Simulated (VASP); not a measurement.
Here is a VASP 6.6.1 calculation.

File INCAR:

```
SYSTEM = SnTe
PREC = Accurate ; ENCUT = 520
EDIFF = 1E-7 ; ISMEAR = -1
SIGMA = 0.05 ; LREAL = .False.
LASPH = .True. ; NELM = 80
ALGO = Normal ; ISIF = 2
LWAVE = .False. ; LCHARG = .True.
GGA = PE ; LELF = .True.
LVHAR = .True. ; NBANDS = 17
```

File KPOINTS:

```
Automatic mesh
0
Gamma
  7 7 7
  0 0 0
```

The input POSCAR:

```
SnTe
1.0
    0.0000000000      3.1508500000      3.1508500000
    3.1508500000      0.0000000000      3.1508500000
    3.1508500000      3.1508500000      0.0000000000
Te Sn
1 1
Direct
    0.5104120000      0.4941380000      0.5059000000
    0.0035920000     -0.0098350000     -0.0035280000
```

Potentials or basis: VASP PAW PBE potentials, release 64 (Te, Sn_d).

Run with:

```sh
$ cat potpaw_PBE.64/Te/POTCAR potpaw_PBE.64/Sn_d/POTCAR > POTCAR
$ mpirun -np 1 vasp_std > vasp.out
```

Problem. Estimate the largest force.

Solution. 0.023 eV/Å.

Problem. Estimate the pressure.

Solution. 2.3 GPa.

Forces in eV/Å, atoms in the order of the input:
```
Te  -0.013 -0.016 -0.010
Sn   0.013  0.016  0.010
```
